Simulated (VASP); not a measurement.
Input of a VASP 6.6.1 run:

Contents of INCAR:

```
PREC = Accurate
ENCUT = 520
EDIFF = 1E-8
ISMEAR = -1
SIGMA = 0.05
LREAL = F
LASPH = T
NELM = 100
ALGO = Fast
ISIF = 2
LWAVE = F
LCHARG = F
GGA = PS
LEFG = T
NBANDS = 14
```

KPOINTS

```
regular mesh
0
Gamma
  10 10 10
```

The input POSCAR:

```
NaI
1.0
    0.0000000000      3.5813786338      3.5813786338
    3.5813786338      0.0000000000      3.5813786338
    3.5813786338      3.5813786338      0.0000000000
Na I
1 1
Direct
    0.0000000000      0.0000000000      0.0000000000
    0.2500000000      0.2500000000      0.2500000000
```

Potentials or basis: VASP PAW PBE potentials, release 64 (Na_pv, I).

Launch:

```sh
$ cat potpaw_PBE.64/Na_pv/POTCAR potpaw_PBE.64/I/POTCAR > POTCAR
$ mpirun -np 1 vasp_std > vasp.out
```

What does it give for the pressure?

-0.4 GPa.

Predict the band gap on the k mesh.

3.68 eV, direct.

Electric field gradients, principal values (V/Å²):
```tsv
atom	Vxx	Vyy	Vzz
1 Na	-0.004	-0.004	0.007
2 I	0.000	0.000	0.000
```

Caveat: the PAW data sets were made with another functional, which shifts forces and pressure a little; spin-orbit coupling is left out, which moves the levels of the heavy elements. A k mesh can miss the band edges.
